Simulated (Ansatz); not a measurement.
**SrTiO3: properties at the relaxed cell**

The task here is to estimate one member of a computed series from the others.

Program: Ansatz 0.2.0. Level of theory: DFT PBEsol, scalar-relativistic, plane waves, PAW. These are calculated values, not measurements.

1 further run of the same task is left out (set aside as unsound or not needed). Runs told in other sessions of the task aren't counted.

**The system as given**

It takes space group Pm-3m (No. 221, cubic). Conventional cell: a = 3.891 Å, b = 3.891 Å, c = 3.891 Å, α = 90.00°, β = 90.00°, γ = 90.00°. Sr (site symmetry m-3m) has 12 O at 2.75 Å in its first shell of neighbours. Ti (site symmetry m-3m) has 6 O at 1.95 Å in its first shell of neighbours. O (site symmetry 4/mmm) has 2 Ti at 1.95 Å and 4 Sr at 2.75 Å in its first shell of neighbours.

As a file:

```cif
data_structure
_symmetry_space_group_name_H-M 'P 1'
_symmetry_Int_Tables_number 1
_cell_length_a 3.8911
_cell_length_b 3.8911
_cell_length_c 3.8911
_cell_angle_alpha 90.000
_cell_angle_beta 90.000
_cell_angle_gamma 90.000
_cell_volume 58.91
loop_
_atom_site_label
_atom_site_type_symbol
_atom_site_fract_x
_atom_site_fract_y
_atom_site_fract_z
_atom_site_occupancy
Sr1 Sr 0.50000 0.50000 0.50000 1
Ti1 Ti 0.00000 0.00000 0.00000 1
O1 O 0.50000 0.00000 0.00000 1
O2 O 0.00000 0.50000 0.00000 1
O3 O 0.00000 0.00000 0.50000 1
```

It is the result of an earlier relaxation at this level (volume 11.78 Å³/atom; gap on the mesh: 1.85 eV).

Set-up of the first run:

input.yaml

```yaml
crystal:
  lattice:
    - [3.8518134918, 0.0, 0.0]
    - [0.0, 3.8518134918, 0.0]
    - [0.0, 0.0, 3.8518134918]
  atoms:
    - { symbol: Sr, position: [0.5, 0.5, 0.5] }
    - { symbol: Ti, position: [0.0, 0.0, 0.0] }
    - { symbol: O, position: [0.5, 0.0, 0.0] }
    - { symbol: O, position: [0.0, 0.5, 0.0] }
    - { symbol: O, position: [0.0, 0.0, 0.5] }
basis:
  ecutwfc: 420
kpoints:
  mp_grid: { grid: [8, 8, 8] }
hamiltonian:
  xc: pbesol
scf:
  occupations: { method: gaussian, width: 0.02 }
output:
  forces: true
  stress: true
  eigenvalues: true
```

Command:

```console
ansatz run input.yaml --threads 2 --pin off --max-ram 5120MiB --backend cpu --events-out ev --progress --plain --runs-dir out
```

Steps of the session up to this table: Point at V/V0 = 0.97; Volume × 1.03; The cell scaled to 0.94 of its volume; Volume × 1.06; Point at V/V0 = 0.91; Volume × 1.10; Volume × 0.88.

One table of the session follows, with a row left open; its other results are not shown here.

It belongs to the step «Equation of state». 

| volume (Å³/atom) | energy above the lowest point (meV/atom) | pressure (GPa) | gap on the mesh (eV) |
| --- | --- | --- | --- |
| 10.369 | 123.7 | 31.42 | 2.06 |
| 10.722 | 65.5 | 21.55 | 2.01 |
| 11.076 | ? | ? | ? |
| 11.429 | 6.5 | 6.05 | 1.91 |
| 11.783 | 0.0 | 0.00 | 1.85 |
| 12.136 | 5.8 | -5.15 | 1.80 |
| 12.490 | 22.2 | -9.54 | 1.75 |
| 12.961 | 57.6 | -14.37 | 1.68 |

**Question.** Estimate the row for volume (Å³/atom) = 11.076.

Worked estimate for «energy above the lowest point (meV/atom)». A straight line through the neighbours (10.722, 65.5) and (11.429, 6.5) gives 65.5 + (6.5 − 65.5) × (11.076 − 10.722) / (11.429 − 10.722) = 36.0; a parabola fitted to 4 rows on both sides gives 27.3.

The run gave: energy above the lowest point (meV/atom): 27.5; pressure (GPa): 13.17; gap on the mesh (eV): 1.96. In «energy above the lowest point (meV/atom)» the line misses by +8.5 and the parabola by -0.2.
